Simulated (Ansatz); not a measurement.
# InAs (F-43m) in Ansatz: reference runs

Aim: a first look at InAs with PBE, on the cell as given and on a disturbed one.

Program: Ansatz 0.2.0. These are calculated values, not measurements. Logs are shortened: lines on timing, memory, paths and dates and some standing lists are left out, and cuts for length are marked.

**The experiment to reproduce.**

A printed reference work, data compilation reports, for a bulk crystal of InAs at 4.2 K: band gap 0.418 eV (direct).

The results are compared with them further down.

## Step 1: The crystal as given

Symmetry: F-43m, No. 216, cubic system. Conventional cell: a = 6.036 Å, b = 6.036 Å, c = 6.036 Å, α = 90.00°, β = 90.00°, γ = 90.00°. In (site symmetry -43m) has 4 As at 2.61 Å as nearest neighbours. As (site symmetry -43m) is surrounded by 4 In at 2.61 Å.

## Step 2: Single point, PBE

Input file input.yaml:

```yaml
crystal:
  lattice:
    - [0.0, 3.018, 3.018]
    - [3.018, 0.0, 3.018]
    - [3.018, 3.018, 0.0]
  atoms:
    - { symbol: In, position: [0.0, 0.0, 0.0] }
    - { symbol: As, position: [0.75, 0.75, 0.75] }
hamiltonian:
  xc: pbe
  pseudopotentials: { kind: paw }
kpoints:
  mp_grid: { grid: [8, 8, 8] }
scf:
  occupations: { method: fermi_dirac, width: 0.05 }
output:
  forces: true
  stress: true
  eigenvalues: true
  write_density: true
  write_potential: true
  elf: true
  volumetric_format: npy
```

Potentials or basis: Ansatz PAW.

Launch:

```bash
> ansatz run input.yaml --threads 1 --pin off --max-ram 2560MiB --backend cpu --events-out ev --progress --plain --runs-dir out
```

The program printed:

```text
Warning: RAYON_NUM_THREADS=1 ignored (pool sized by the plan → 1); use --threads N
Engine: ansatz 0.2.0, x86_64-unknown-linux-gnu
Pseudopotentials: kind: paw
Pseudopotential: In, paw, valence charge 13, recommended cutoff 420 eV (normal), In.paw.azcp
Pseudopotential: As, paw, valence charge 15, recommended cutoff 420 eV (normal), As.paw.azcp
Functional definition: PBE
  parameter kappa = 0.804
  parameter beta = 0.06672455060314922
  exchange = pbe_x(kappa = kappa, mu = beta*pi^2/3)
  correlation = pbe_c(beta = beta)
Crystal: 2 atoms, lattice volume = 54.978 Å³
Basis set: ecut = 420 eV, 1067 PW (Γ), exchange–correlation on 60×60×60 points (8 copies of the dense FFT grid, shifted against one another)
Bands: 18, of which v1, the nominal top of the filled ones, is band 14 counted from 1 (13 counted from 0)
Symmetry: 24 space group operations
Space group: F-43m (ITA 216), of the structure as read, at distance tolerance 3.8e-5 Å
k-points: 29 of 512 (time reversal used)
Non-local potential: In, projectors of the file, l = 0: 2, l = 1: 2, l = 2: 2, l = 3: 2
Non-local potential: As, projectors of the file, l = 0: 2, l = 1: 2, l = 2: 3, l = 3: 1
PAW form: soft (Blöchl's): semilocal exchange-correlation on the pseudo side does not see the compensation charge
PAW one-centre angular grid: In, 590 points (default); XC on 64 Gauss nodes
PAW one-centre angular grid: As, 590 points (default); XC on 64 Gauss nodes
Initial density: superposition of atomic densities (neutral atoms: chi_scale 0, normalization atom), corrected by the library's trained network
Initial wavefunctions: pseudopotential atomic-orbital guess
Functional: x = pbe(κ = 0.804, μ = 0.2195149727645171), c = pbe(β = 0.06672455060314922)
SCF iter   1: F=—  HF=-10454.416335 eV  |F-HF|=—  |Δ(HF+E_count)|=         —  Δρ=2.35e-3  dr2=6.56e-3  ethr=1.77e-3  ⟨swp⟩=6.0  Hψ=2563  notcnv=0
preconditioner: auto → none  [insulator: Δε(μ)=0.941 eV  Ē_g=14.778 eV  σ=0.050 eV  W_gap=0.72  n_scr=14 (ndim 8)  ℏωp=21.2 eV  f_vac=0.106  D(μ)=0.06/eV (n_scr^D=0)  ε∞_Penn≈3.1]
SCF iter   2: F=—  HF=-10454.413475 eV  |F-HF|=—  |Δ(HF+E_count)|=   2.86e-3  Δρ=1.01e-3  dr2=5.77e-4  ethr=2.34e-5  ⟨swp⟩=2.0  Hψ=1129  notcnv=0
SCF iter   3: F=—  HF=-10454.413346 eV  |F-HF|=—  |Δ(HF+E_count)|=   1.29e-4  Δρ=2.92e-4  dr2=5.42e-5  ethr=2.06e-6  ⟨swp⟩=2.0  Hψ=784  notcnv=0
SCF iter   4: F=—  HF=-10454.413382 eV  |F-HF|=—  |Δ(HF+E_count)|=   3.59e-5  Δρ=1.00e-4  dr2=5.60e-6  ethr=1.94e-7  ⟨swp⟩=2.0  Hψ=638  notcnv=0
SCF iter   5: F=—  HF=-10454.413390 eV  |F-HF|=—  |Δ(HF+E_count)|=   7.81e-6  Δρ=3.18e-5  dr2=5.95e-7  ethr=2.00e-8  ⟨swp⟩=2.0  Hψ=929  notcnv=0
SCF iter   6: F=-10454.413390 eV  HF=-10454.413390 eV  |F-HF|=5.48e-9  |Δ(HF+E_count)|=   1.04e-7  Δρ=5.34e-6  dr2=1.15e-8  ethr=3.57e-10  ⟨swp⟩=9.5  Hψ=3915  notcnv=0
SCF 1 converged in 6 iterations: F = -10454.413390 eV  dr2 = 1.15e-8
  Residual-converged pass: ⟨swp⟩=1.0  Hψ=639  notcnv=0  max |occ|·‖R‖ = 7.1e-9 eV (tolerance 1.0e-8 eV)  dr2=1.15e-8  dr2_onsite=3.07e-8  max |Δocc| = 6.0e-11
SCF converged after 6 iterations
Free energy (F): -10454.413390 eV
Harris-Foulkes:  -10454.413390 eV  (|F-HF|=5.48e-9)
Internal energy: -10454.412841 eV  (E = F + TS)
E sigma→0 (E₀):  -10454.413115 eV
Entropy (-TS):   -0.000548 eV (-0.274 meV/atom)
Fermi energy:    7.970398 eV
--- Per-component energies (eV) ---
  E_band       = -309.880633
  E_kinetic    = 347.392652
  E_local      = -3267.660629  (includes V_loc(G=0)·N_el)
  E_nonlocal   = -303.266842
  E_hartree    = 1582.486419
  E_xc         = -294.805638
  E_vxc        = -178.992881  (∫ρ·V_xc dr)
  E_paw        = -5990.759421  (= ΣΔE_a)
  E_vpaw       = -72.331155  (= ΣTr[D̂ρ^β])
  E_aug_tail   = 0.000035  (compensation charges beyond the density's cutoff)
  E_ewald      = -2527.799418
  E_smearing   = -0.000548  (= −TS)
  E_closure    = 0.000000  (closes the sum)
  Σ components = -10454.413390   (vs F -10454.413390, Δ=0.00e0)
--- Forces (eV/Å), atoms counted from 1 ---
  atom   1  In    -0.00000000     0.00000000     0.00000000
  atom   2  As     0.00000000    -0.00000000     0.00000000
  max |Σ_I F_I| component: 1.67e-16 eV/Å
--- Stress (GPa, compression-positive) ---
        4.291896       0.000000      -0.000000
        0.000000       4.291896       0.000000
       -0.000000       0.000000       4.291896
  P = ⅓ Tr σ = 4.2919 GPa (42.919 kbar)
--- Band table (eV; the first three rows and the last of 29) ---
  k-point 0: bands = ["-27.0527", "-27.0527", "-27.0527", "-27.0447", "-27.0447", "-6.4759", "-6.4759", "-6.4759", "-6.3479", "-6.3479", "-3.9771", "7.7517", "7.9221", "7.9221", "7.9221", "11.8424", "11.8424", "11.8424"]
  k-point 1: bands = ["-27.0527", "-27.0527", "-27.0527", "-27.0446", "-27.0446", "-6.4967", "-6.4699", "-6.4699", "-6.3480", "-6.3480", "-3.8139", "6.0425", "7.7287", "7.7287", "9.0419", "11.9984", "12.1243", "12.1243"]
  k-point 2: bands = ["-27.0527", "-27.0526", "-27.0526", "-27.0446", "-27.0446", "-6.5434", "-6.4570", "-6.4570", "-6.3467", "-6.3467", "-3.3673", "4.2190", "7.3476", "7.3476", "9.1850", "12.5596", "12.5596", "13.1050"]
  k-point 28: bands = ["-27.0527", "-27.0527", "-27.0522", "-27.0446", "-27.0443", "-6.6394", "-6.4244", "-6.4001", "-6.3636", "-6.3398", "-1.8932", "2.2131", "4.9524", "5.0343", "12.1613", "12.2212", "12.9436", "14.0177"]
```

Run time: 2.1 s. Hardware: 1 thread of Intel Xeon 6975P-C (Granite Rapids), shared host; peak memory 0.37 GiB.

What came out:

* Free energy: -10454.4134 eV
* Pressure: 4.3 GPa
* Band gap on the k mesh: none (metal or under the smearing width)

Caveat: this crystal is a semiconductor, whose small gap the functional closes, so the metal is an error of the method.

## Step 3: Single point, PBE (atoms moved at random, drawn with an rms of 0.05 Å)

Input file input.yaml:

```yaml
crystal:
  lattice:
    - [0.0, 3.018, 3.018]
    - [3.018, 0.0, 3.018]
    - [3.018, 3.018, 0.0]
  atoms:
    - { symbol: In, position: [0.006425, -0.004728, -0.004095] }
    - { symbol: As, position: [0.759253, 0.747064, 0.747187] }
hamiltonian:
  xc: pbe
  pseudopotentials: { kind: paw }
kpoints:
  mp_grid: { grid: [8, 8, 8] }
scf:
  occupations: { method: fermi_dirac, width: 0.05 }
output:
  forces: true
  stress: true
  eigenvalues: true
```

Potentials or basis: Ansatz PAW.

Launch:

```bash
> ansatz run input.yaml --threads 1 --pin off --max-ram 2560MiB --backend cpu --events-out ev --progress --plain --runs-dir out
```

The program printed:

```text
Warning: RAYON_NUM_THREADS=1 ignored (pool sized by the plan → 1); use --threads N
[... 9 set-up lines as earlier in the session ...]
Crystal: 2 atoms, lattice volume = 54.978 Å³
Basis set: ecut = 420 eV, 1067 PW (Γ), exchange–correlation on 60×60×60 points (8 copies of the dense FFT grid, shifted against one another)
Bands: 18, of which v1, the nominal top of the filled ones, is band 14 counted from 1 (13 counted from 0)
Symmetry: 1 space group operations
[... 34 lines left out ...]
  E_paw        = -5990.758054  (= ΣΔE_a)
  E_vpaw       = -72.328873  (= ΣTr[D̂ρ^β])
  E_aug_tail   = 0.000035  (compensation charges beyond the density's cutoff)
  E_ewald      = -2527.751910
  E_smearing   = -0.000528  (= −TS)
  E_closure    = 0.000000  (closes the sum)
  Σ components = -10454.411622   (vs F -10454.411622, Δ=0.00e0)
--- Forces (eV/Å), atoms counted from 1 ---
  atom   1  In     0.07817819     0.10199196     0.11388684
  atom   2  As    -0.07817958    -0.10199359    -0.11388883
  max |Σ_I F_I| component: 1.99e-6 eV/Å
--- Stress (GPa, compression-positive) ---
        4.303830       0.380211       0.339872
        0.380211       4.301739       0.258786
        0.339872       0.258786       4.300490
  P = ⅓ Tr σ = 4.3020 GPa (43.020 kbar)
--- Band table (eV; the first three rows and the last of 260) ---
  k-point 0: bands = ["-27.0547", "-27.0523", "-27.0518", "-27.0445", "-27.0445", "-6.4825", "-6.4745", "-6.4733", "-6.3485", "-6.3485", "-3.9769", "7.7515", "7.8752", "7.9400", "7.9504", "11.8217", "11.8291", "11.8783"]
  k-point 1: bands = ["-27.0547", "-27.0523", "-27.0517", "-27.0445", "-27.0444", "-6.4972", "-6.4743", "-6.4677", "-6.3487", "-6.3485", "-3.8140", "6.0501", "7.6908", "7.7583", "9.0409", "11.9903", "12.0955", "12.1621"]
  k-point 2: bands = ["-27.0546", "-27.0522", "-27.0517", "-27.0445", "-27.0444", "-6.5436", "-6.4613", "-6.4555", "-6.3476", "-6.3470", "-3.3681", "4.2288", "7.3087", "7.3825", "9.1780", "12.5084", "12.6065", "13.1054"]
  k-point 259: bands = ["-27.0548", "-27.0520", "-27.0515", "-27.0445", "-27.0444", "-6.6076", "-6.4405", "-6.4399", "-6.3410", "-6.3408", "-2.4752", "2.0762", "6.9223", "6.9357", "8.9360", "12.6233", "12.6442", "14.8097"]
```

Run time: 13 s. Hardware: 1 thread of Intel Xeon 6975P-C (Granite Rapids), shared host; peak memory 0.57 GiB.

Results:

| Item | Value |
| --- | --- |
| Free energy | -10454.4116 eV |
| Pressure | 4.3 GPa |
| Largest force | 0.172 eV/Å |
| Band gap on the k mesh | none (metal or under the smearing width) |

Forces on the atoms (eV/Å):
```
In   0.078  0.102  0.114
As  -0.078 -0.102 -0.114
```

## Step 4: How close it comes

Step 2. A measured gap of InAs is 0.418 eV (direct; 4.2 K; a printed reference work, data compilation); the calculated 0.00 eV misses it by -0.42 eV. Spin-orbit coupling on As, In is left out. The value is that of PBE on a finite k mesh, which can miss the band edges, without temperature or zero-point motion. Semilocal functionals fall short of measured gaps as a rule.
